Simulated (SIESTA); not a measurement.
The system is Zr.

```xyz
2
Lattice="3.2320 0.0000 0.0000 -1.6160 2.7990 0.0000 0.0000 0.0000 5.1470" Properties=species:S:1:pos:R:3 pbc="T T T"
Zr    1.6160    0.9330    3.8603
Zr    0.0000    1.8660    1.2868
```

Base run:

```yaml
Program: SIESTA 5.4.2
Functional: PBEsol
Potentials_or_basis: PseudoDojo 0.4 standard (PBEsol files)
Basis: DZP (energy shift 0.003 Ry; two zetas on semicore shells)
Grid_cutoff: 800 Ry
Energy_shift: 0.003 Ry
k_mesh: 9 × 9 × 5
Occupations: fermi-dirac, width 0.05 eV
Spin: no spin polarisation
```

Its results: band gap on the k mesh none (metal or under the smearing width); pressure -2.5 GPa.

Problem. The run is repeated on the same cell with these changes: functional from PBEsol to PBE; potentials or basis from PseudoDojo 0.4 standard (PBEsol files) to PseudoDojo 0.4 standard (PBE files). What comes out?

Solution. Band gap on the k mesh none (metal or under the smearing width); pressure 1.2 GPa.

Caveats: the basis of atomic orbitals isn't converged, which shifts pressures, moduli and gaps.

Not every run made on this cell is shown here.
